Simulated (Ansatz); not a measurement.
# WSe2: the cell at several levels of theory, part 2 of 2

Ansatz 0.2.0, plane waves.

## (3) Relaxation with r2SCAN+rVV10

The cell of step 2 is the starting point.

input.yaml

```yaml
crystal:
  lattice:
    - [3.2787362217, 0.0, 0.0]
    - [-1.6393681109, 2.8394688603, 0.0]
    - [0.0, 0.0, 12.7914883227]
  atoms:
    - { symbol: W, position: [0.3333333333, 0.6666666667, 0.25] }
    - { symbol: W, position: [0.6666666667, 0.3333333333, 0.75] }
    - { symbol: Se, position: [0.6666666667, 0.3333333333, 0.3816771374] }
    - { symbol: Se, position: [0.6666666667, 0.3333333333, 0.1183228626] }
    - { symbol: Se, position: [0.3333333333, 0.6666666667, 0.8816771374] }
    - { symbol: Se, position: [0.3333333333, 0.6666666667, 0.6183228626] }
kpoints:
  mp_grid: { grid: [12, 12, 2] }
hamiltonian:
  xc: r2scan
  dispersion: rvv10
scf:
  occupations: { method: fermi_dirac, width: 0.02 }
relax:
  f_tol: 0.005
  cell: {}
```

Command:

```console
> ansatz run input.yaml --threads 4 --pin off --max-ram 7372MiB --backend cpu --events-out ev --progress --plain --runs-dir out
```

The log of the run, shortened:

```text
Warning: RAYON_NUM_THREADS=4 ignored (pool sized by the plan → 4); use --threads N
[...]
Pseudopotentials: kind: paw
Pseudopotential: W, paw, valence charge 14, recommended cutoff 500 eV (meta_gga), W.paw.azcp
Pseudopotential: Se, paw, valence charge 16, recommended cutoff 500 eV (meta_gga), Se.paw.azcp
Functional definition: r2SCAN+rVV10
[...]
Crystal: 6 atoms, lattice volume = 119.087 Å³
Basis set: ecut = 500 eV, 2969 PW (Γ), exchange–correlation on 108×108×432 points (64 copies of the dense FFT grid, shifted against one another)
Bands: 56, of which v1, the nominal top of the filled ones, is band 46 counted from 1 (45 counted from 0)
Symmetry: 24 space group operations
Space group: P63/mmc (ITA 194), of the structure as read, at distance tolerance 4.9e-5 Å
k-points: 38 of 288
[...]
rVV10 density: all electrons in the spheres
[...]
       -0.000000       0.012916       0.000000
        0.000000       0.000000       0.020193
  P = ⅓ Tr σ = 0.0153 GPa (0.153 kbar)
--- Relaxed structure (5 steps of the walk, 4 accepted, 1 SCFs on fresh bases) ---
  F+E_penalty+E_count = -42700.00370861 eV   max|allowed force component| = 1.355e-3 eV/Å   (the final SCF, on the basis selected at the relaxed cell)
  cell:  # Å, volume = 123.9806 Å³
    - [3.2996674501176253, 2.9051736177383515e-11, 0.0]
    - [-1.649833725083972, 2.8575958358279596, 0.0]
    - [0.0, 0.0, 13.148700897122154]
  atoms:
    - { symbol: W, position: [0.3333333333333333, 0.6666666666666666, 0.24999999999999994] }
    - { symbol: W, position: [0.6666666666666665, 0.3333333333333333, 0.7499999999999998] }
    - { symbol: Se, position: [0.6666666666666665, 0.3333333333333333, 0.37666026019031973] }
    - { symbol: Se, position: [0.6666666666666665, 0.3333333333333333, 0.12333973980968013] }
    - { symbol: Se, position: [0.3333333333333333, 0.6666666666666666, 0.8766602601903196] }
    - { symbol: Se, position: [0.3333333333333333, 0.6666666666666666, 0.62333973980968] }
```

Wall time 43 s (4 threads of Arm Neoverse V2, shared host); peak memory 0.96 GiB.

Ionic steps:

```csv
step,energy change (meV/atom),largest force (eV/Å),pressure (GPa),volume (Å³/atom)
1,0.0,0.3131,0.61,19.848
2*,34.3,1.0349,0.21,22.199
3,-6.3,0.0061,-0.01,20.605
4,-6.3,0.0024,0.03,20.646
5,-6.3,0.0013,0.01,20.663
6,-6.5,0.0014,0.02,20.663
```

A star marks a trial step that the optimiser took back.

Step 6 solves the same cell on a plane-wave basis chosen anew, so the energy can jump there without a move.

The table lists every geometry solved, with passes on a fresh basis, whose energies don't compare exactly with the rows above.

|  | before | after | change |
| --- | --- | --- | --- |
| a (Å) | 3.279 | 3.300 | +0.64 % |
| c (Å) | 12.791 | 13.149 | +2.79 % |
| volume (Å³/atom) | 19.848 | 20.663 | +4.11 % |
| shortest distance (Å) | 2.534 | 2.530 | -0.14 % |
| space group | P6_3/mmc | P6_3/mmc | same |

## (4) Relaxation with PBE-D4

Edit input.yaml of step 3 so:

```diff
@@ -15,4 +15,4 @@
 hamiltonian:
-  xc: r2scan
-  dispersion: rvv10
+  xc: pbe
+  dispersion: d4
 scf:
@@ -22 +22,6 @@
   cell: {}
+output:
+  write_density: true
+  write_potential: true
+  elf: true
+  volumetric_format: npy
```

Command:

```console
> ansatz run input.yaml --threads 4 --pin off --max-ram 7372MiB --backend cpu --events-out ev --progress --plain --runs-dir out
```

The log of the run, shortened:

```text
Warning: RAYON_NUM_THREADS=4 ignored (pool sized by the plan → 4); use --threads N
[...]
[... 4 set-up lines as earlier in the session ...]
[...]
Crystal: 6 atoms, lattice volume = 119.087 Å³
Basis set: ecut = 420 eV, 2347 PW (Γ), exchange–correlation on 48×48×180 points (8 copies of the dense FFT grid, shifted against one another)
Bands: 56, of which v1, the nominal top of the filled ones, is band 46 counted from 1 (45 counted from 0)
[... 2 set-up lines as earlier in the session ...]
k-points: 38 of 288
[...]
SCF iter   1: F=—  HF=-42652.133134 eV  |F-HF|=—  |Δ(HF+E_count)|=         —  Δρ=4.41e-3  dr2=7.78e-3  ethr=1.77e-3  ⟨swp⟩=6.3  Hψ=7749  notcnv=0  defer=1
[...]
        0.000000      -0.000000      -0.033387
  P = ⅓ Tr σ = -0.0086 GPa (-0.086 kbar)
--- Band table (eV; the first three rows and the last of 38) ---
[...]
--- Relaxed structure (4 steps of the walk, 4 accepted, 1 SCFs on fresh bases) ---
  F+E_penalty+E_count = -42652.14603856 eV   max|allowed force component| = 2.033e-3 eV/Å   (the final SCF, on the basis selected at the relaxed cell)
  cell:  # Å, volume = 119.5208 Å³
    - [3.2787184263001996, 2.886728797429197e-11, 0.0]
    - [-1.6393592131750996, 2.839453449017676, 0.0]
    - [0.0, 0.0, 12.838214710635297]
  atoms:
    - { symbol: W, position: [0.33333333333333337, 0.6666666666666669, 0.25] }
    - { symbol: W, position: [0.6666666666666666, 0.33333333333333337, 0.7499999999999999] }
    - { symbol: Se, position: [0.6666666666666666, 0.33333333333333337, 0.38129774833756747] }
    - { symbol: Se, position: [0.6666666666666666, 0.33333333333333337, 0.11870225166243244] }
    - { symbol: Se, position: [0.33333333333333337, 0.6666666666666669, 0.8812977483375674] }
    - { symbol: Se, position: [0.33333333333333337, 0.6666666666666669, 0.6187022516624324] }
```

Run time: 15 s. Hardware: 4 threads of Arm Neoverse V2, shared host; peak memory 0.6 GiB.

The steps:

```csv
step,energy change (meV/atom),largest force (eV/Å),pressure (GPa),volume (Å³/atom)
1,0.0,0.0092,0.16,19.848
2,0.0,0.0110,-0.11,19.994
3,0.0,0.0181,-0.02,19.909
4,0.0,0.0020,-0.01,19.920
5,0.0,0.0020,-0.01,19.920
```

The table lists every geometry solved, with passes on a fresh basis, whose energies don't compare exactly with the rows above.

|  | before | after | change |
| --- | --- | --- | --- |
| a (Å) | 3.279 | 3.279 | -0.00 % |
| c (Å) | 12.791 | 12.838 | +0.37 % |
| volume (Å³/atom) | 19.848 | 19.920 | +0.36 % |
| shortest distance (Å) | 2.534 | 2.535 | +0.03 % |
| space group | P6_3/mmc | P6_3/mmc | same |

Density in a lattice plane of the grid's cell (edges 3.28 and 12.84 Å, at 0.333 of the third edge), which holds W and Se.

Ten even steps from ' ' (0.04 e/Å³) to '@' (23.43 e/Å³):
```
            
            
            
        ..  
      ......
        ..  
            
            
            
            
            
      ..@@..
        ==  
            
            
            
        ==  
      ..@@..
            
            
```
Columns run along the first of these edges and rows up along the second, over one cell in 6 and 20 even steps from the bottom left corner. Atoms in the plane (fractional): W at (0.67, 0.75), Se at (0.67, 0.38), Se at (0.67, 0.12).

ELF in the same plane.

Ten even steps from '0' (0.02) to '9' (0.88):
```
575000
787313
777323
253474
232707
353474
777323
787313
575000
000242
505999
717738
727737
313666
232212
213666
727747
717738
505999
000141
```
Columns run along the first of these edges and rows up along the second, over one cell in 6 and 20 even steps from the bottom left corner. Atoms in the plane (fractional): W at (0.67, 0.75), Se at (0.67, 0.38), Se at (0.67, 0.12).

Both are smooth fields of the valence electrons: close to the nuclei they are not physical.

The highest ELF values outside the cores: 0.89 beside Se, off the lines to its neighbours, 0.9 Å from Se; 0.79 on the Se–W line, 0.9 Å from Se; 0.50 between the atoms, 1.9 Å from W.

## (5) Results

The summary covers parts 1 to 2.

| level | a (Å) | c (Å) | volume (Å³/atom) | space group | SCF geometries |
| --- | --- | --- | --- | --- | --- |
| PBE-D3(BJ) | 3.279 | 12.791 | 19.848 | P6_3/mmc | 8 |
| r2SCAN+rVV10 | 3.300 | 13.149 | 20.663 | P6_3/mmc | 6 |
| PBE-D4 | 3.279 | 12.838 | 19.920 | P6_3/mmc | 5 |

The first relaxation changed the volume by -29.1 % from the start. The volume runs from PBE-D3(BJ) (least) to r2SCAN+rVV10 (most), a spread of 4.1 %, or 1.4 % in length if all axes shared it alike. A measured a is 3.282 Å (quoted in “Random anion distribution in MSxSe2−x (M = Mo, W) crystals and nanosheets”, 2018, pmc:9078701); the misses are PBE-D3(BJ) -0.1 %, r2SCAN+rVV10 +0.5 %, PBE-D4 -0.1 %. A measured c is 12.977 Å (“Intrinsic p-type W-based transition metal dichalcogenide by substitutional Ta-doping”, 2017, arxiv:1707.05197); the misses are PBE-D3(BJ) -1.4 %, r2SCAN+rVV10 +1.3 %, PBE-D4 -1.1 %. 3 values of this kind are on record (12.95 to 12.977 Å); this one was drawn at random. The calculation is for a static lattice, without the thermal expansion and zero-point motion that a measured cell holds.
